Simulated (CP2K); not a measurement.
The system is SiC (Moissanite).

```xyz
4
Lattice="3.0760 0.0000 0.0000 -1.5380 2.6639 0.0000 0.0000 0.0000 5.0480" Properties=species:S:1:pos:R:3 pbc="T T T"
Si    1.5380    0.8880    2.5240
Si    0.0000    1.7759    0.0000
C     1.5380    0.8880    4.4675
C     0.0000    1.7759    1.9435
```

Base run:

```yaml
Program: CP2K 2026.2
Functional: revPBE
Potentials_or_basis: POTENTIAL_UZH Si GTH-PBE-q4, C GTH-PBE-q4; TZVP-MOLOPT-PBE-GTH basis
Density_cutoff: 9184 eV
k_mesh: 10 × 10 × 5
Occupations: fermi-dirac, width 0.05 eV
Spin: no spin polarisation
```

Its results: band gap on the k mesh 2.63 eV, indirect (least direct gap 4.22 eV); pressure 3.5 GPa; largest force 0.760 eV/Å.

Question: The run is repeated on the same cell with these changes: functional from revPBE to PBEsol. What comes out?

Answer: Band gap on the k mesh 2.40 eV, indirect (least direct gap 4.05 eV); pressure 2.3 GPa; largest force 0.768 eV/Å.

PBEsol binds more tightly than revPBE, so the same cell stands under less pressure.

Caveats: the potentials were made for another functional, which shifts forces and pressure; an odd mesh through Γ misses points on the zone boundary, where band edges often lie; the basis of atomic orbitals isn't converged, which shifts pressures, moduli and gaps.
